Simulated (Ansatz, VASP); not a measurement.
# MgF2 in VASP and in Ansatz

```
Mg F
1.0
     4.69758    0.00000    0.00000
     0.00000    4.69758    0.00000
     0.00000    0.00000    3.09299
Mg F
2 4
Direct
  0.50000 0.50000 0.50000
  0.00000 0.00000 0.00000
  0.69643 0.69643 0.00000
  0.80357 0.19643 0.50000
  0.30357 0.30357 0.00000
  0.19643 0.80357 0.50000
```

Alike in both runs: functional PBE; k mesh 6 × 6 × 8; occupations gaussian, width 0.02 eV; no spin polarisation.

Ansatz relaxed the structure, and its values are those at the end. VASP's run is a single point on that final structure, the one shown.

|  | VASP | Ansatz |
| --- | --- | --- |
| version | VASP 6.6.1 | Ansatz 0.2.0 |
| potentials or method | VASP PAW PBE potentials, release 64 (Mg, F) | scalar-relativistic, plane waves, PAW |
| plane-wave cutoff (eV) | 520 | 420 |
| valence electrons in the cell | 32 | 48 |

|  | VASP | Ansatz | Ansatz less VASP |
| --- | --- | --- | --- |
| gap on the k mesh at the Fermi level (eV) | 6.79 | 6.84 | +0.041 |
| least direct gap on the mesh (eV) | 6.79 | 6.84 | +0.041 |
| pressure (GPa) | -0.8 | 0.0 | +0.82 |

The functional is the same, so the differences come from potentials, cutoffs and numerics. The two sets of potentials don't hold the same shells in valence.

A k mesh can miss the band edges. As with any semilocal functional, this PBE gap is likely too small.
